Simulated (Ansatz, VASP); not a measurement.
**AlN: VASP beside Ansatz**

```
Al N
1.0
     4.40317    0.00000    0.00000
     0.00000   -4.40317    0.00000
     0.00000    0.00000   -4.40317
Al N
4 4
Cartesian
  0.0000 0.0000 0.0000
  2.2016 -2.2016 0.0000
  2.2016 0.0000 -2.2016
  0.0000 -2.2016 -2.2016
  3.3024 -3.3024 -3.7524
  1.1008 -1.1008 -3.3024
  1.1008 -3.3024 -1.1008
  3.3024 -1.1008 -1.1008
```

Alike in both runs: task single point; functional PBE; k mesh 6 × 6 × 6; occupations gaussian, width 0.05 eV; no spin polarisation.

|  | VASP | Ansatz |
| --- | --- | --- |
| version | VASP 6.6.1 | Ansatz 0.2.0 |
| potentials or method | VASP PAW PBE potentials, release 64 (Al, N) | scalar-relativistic, plane waves, PAW |
| plane-wave cutoff (eV) | 520 | 420 |
| valence electrons in the cell | 32 | 32 |

VASP gave:

* gap on the k mesh at the Fermi level (eV): 2.73
* least direct gap on the mesh (eV): 2.73
* pressure (GPa): 6.0
* largest component of the traceless stress (GPa): 8.81
* rms of the force components (eV/Å): 1.881

Q: Which values does Ansatz return?

A: gap on the k mesh at the Fermi level (eV): 2.73; least direct gap on the mesh (eV): 2.73; pressure (GPa): 6.1; largest component of the traceless stress (GPa): 8.74; rms of the force components (eV/Å): 1.871.

The functional is the same, so the differences come from potentials, cutoffs and numerics.

Caveats: forces of over 1 eV/Å show positions far from the minimum, so gaps and moduli don't describe the material at rest. A k mesh can miss the band edges.
